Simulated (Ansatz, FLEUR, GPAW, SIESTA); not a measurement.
YN: 4 runs at one level of theory

```
CELL_PARAMETERS angstrom
0.00000 2.43850 2.43850
2.43850 0.00000 2.43850
2.43850 2.43850 0.00000
ATOMIC_POSITIONS crystal
Y 0.00000 0.00000 0.00000
N 0.50000 0.50000 0.50000
```

Alike in all runs: task equation of state; functional LDA; k mesh 9 × 9 × 9; occupations fermi-dirac, width 0.05 eV; no spin polarisation; no spin-orbit coupling. LDA stands for any of its common fits.

```tsv
program and potentials	plane-wave cutoff (eV)	notes	equilibrium volume (Å³/atom)	bulk modulus (GPa)
GPAW, the program's PAW data sets (release 1.2.1) made for this functional	800	-	13.92	181.7
FLEUR, all-electron, FLAPW	-	-	13.99	183.3
Ansatz, all-electron LAPW, scalar-relativistic	-	-	?	?
SIESTA, files PseudoDojo sr-lda-0.4.1-standard, DZP (energy shift 0.003 Ry; two zetas on semicore shells)	-	atomic basis	14.15	178.7
```

Q: Estimate from the other rows what the run with Ansatz, all-electron LAPW, scalar-relativistic gave.

A: Equilibrium volume 14.00 Å³/atom; bulk modulus 182.2 GPa. The other rows, which needn't bracket it: equilibrium volume 13.92 to 14.15; bulk modulus 178.7 to 183.3.
